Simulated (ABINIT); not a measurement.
Crystal: C.

```
C
1.0
     0.00000    1.78337    1.78337
     1.78337    0.00000    1.78337
     1.78337    1.78337    0.00000
C
2
Direct
  0.75000 0.75000 0.75000
  0.50000 0.50000 0.50000
```

This isn't the form of C at room conditions, which is graphite.

```yaml
Program: ABINIT 10.8.3 (patched build)
Task: relaxation of cell and atoms
Functional: LDA
Potentials_or_basis: PseudoDojo NC SR LDA v0.4.1 standard
Cutoff: 1007 eV
k_mesh: 10 × 10 × 10
Occupations: fermi-dirac, width 0.05 eV
Spin: no spin polarisation
```

At the start: pressure -10.7 GPa; volume 5.67 Å³/atom.

Task: How do energy, volume and symmetry change on relaxing?

Result: Over 5 steps the energy falls by 4.6 meV/atom and the volume is 5.54 Å³/atom (-2.4 %); space group Fd-3m (No. 227, to 0.05 Å).

Step by step:
```csv
step,energy change (eV),largest force (eV/Å),pressure (GPa),volume (Å³)
1,0.0000,0.0000,-10.74,11.34
2,-0.0080,0.0000,4.27,10.98
3,-0.0092,0.0000,-0.19,11.08
4,-0.0092,0.0000,-0.01,11.07
5,-0.0092,0.0000,0.00,11.07
```

Final structure:
```
CELL_PARAMETERS angstrom
0.00000 1.76902 1.76902
1.76902 0.00000 1.76902
1.76902 1.76902 0.00000
ATOMIC_POSITIONS crystal
C 0.75000 0.75000 0.75000
C 0.50000 0.50000 0.50000
```

The cell as given is a measured one (5.67 Å³/atom); LDA puts the equilibrium volume -2.4 % from it, thermal expansion not counted.
